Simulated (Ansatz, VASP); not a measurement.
Two plane-wave programs on MgO

```
CELL_PARAMETERS angstrom
0.00000 2.12679 2.12679
2.12679 0.00000 2.12679
2.12679 2.12679 0.00000
ATOMIC_POSITIONS crystal
Mg 0.00000 0.00000 0.00000
O 0.50000 0.50000 0.50000
```

Alike in both runs: functional PBE; k mesh 10 × 10 × 10; occupations gaussian, width 0.02 eV; no spin polarisation.

Ansatz relaxed the structure, and its values are those at the end. VASP's run is a single point on that final structure, the one shown.

```csv
,VASP,Ansatz
version,VASP 6.6.1,Ansatz 0.2.0
potentials or method,"VASP PAW PBE potentials, release 64 (Mg, O)","scalar-relativistic, plane waves, PAW"
plane-wave cutoff (eV),520,420
valence electrons in the cell,8,16
```

```tsv
	VASP	Ansatz	Ansatz less VASP
gap on the k mesh at the Fermi level (eV)	4.45	4.46	+0.017
least direct gap on the mesh (eV)	4.45	4.46	+0.017
pressure (GPa)	-0.7	0.0	+0.75
```

The two sets of potentials don't hold the same shells in valence.

A hybrid or GW would open this gap; PBE tends to underestimate it.
